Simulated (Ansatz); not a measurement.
# NbP: the cost of one run

Program: Ansatz 0.2.0. Level of theory: DFT PBEsol, scalar-relativistic, plane waves, PAW. These are calculated values, not measurements.

**1. The structure to begin with**

The structure is tetragonal, space group I4_1md (No. 109). Conventional cell: a = 3.350 Å, b = 3.350 Å, c = 11.480 Å, α = 90.00°, β = 90.00°, γ = 90.00°. Nb (site symmetry 2mm) is surrounded by 6 P at 2.55 Å. Around P (site symmetry 2mm) lie 6 Nb at 2.55 Å.

As a file:

```cif
data_structure
_symmetry_space_group_name_H-M 'I4_1md'
_symmetry_Int_Tables_number 109
_cell_length_a 3.3498
_cell_length_b 3.3498
_cell_length_c 11.4802
_cell_angle_alpha 90.000
_cell_angle_beta 90.000
_cell_angle_gamma 90.000
_cell_volume 128.82
loop_
_atom_site_label
_atom_site_type_symbol
_atom_site_symmetry_multiplicity
_atom_site_Wyckoff_symbol
_atom_site_fract_x
_atom_site_fract_y
_atom_site_fract_z
_atom_site_occupancy
Nb1 Nb 4 a 0.50000 0.50000 0.99988 1
P1 P 4 a 0.00000 0.00000 0.08275 1
```

The structure comes from the Materials Project (structure only).

**2. A distortion that keeps the symmetry**

Against the listed cell: strain xx, yy, zz, yz, xz, xy = +1.5, +1.5, +0.0, +0.0, +0.0, +0.0 %; atoms moved by 0.15 Å root mean square, at most 0.15 Å.

File input.yaml:

```yaml
crystal:
  lattice:
    - [-1.7001475986, 1.7001475986, 5.7404525824]
    - [1.7001475986, -1.7001475986, 5.7404525824]
    - [1.7001475986, 1.7001475986, -5.7404525824]
  atoms:
    - { symbol: Nb, position: [0.7629467558, 0.7629467558, 0.0] }
    - { symbol: Nb, position: [0.5129467558, 1.0129467558, 0.5] }
    - { symbol: P, position: [0.3196818142, 0.3196818142, 0.0] }
    - { symbol: P, position: [0.0696818242, 0.5696818242, 0.5] }
basis:
  ecutwfc: 420
kpoints:
  mp_grid: { grid: [14, 14, 14] }
hamiltonian:
  xc: pbesol
scf:
  occupations: { method: gaussian, width: 0.05 }
output:
  forces: true
  stress: true
  eigenvalues: true
```

Command:

```sh
$ ansatz run input.yaml --threads 1 --pin off --max-ram 1331MiB --backend cpu --events-out ev --progress --plain --runs-dir out
```

What time and memory should one allow on 1 thread of an x86-64 CPU, shared host?

About 57 s, with a peak of 0.61 GiB.
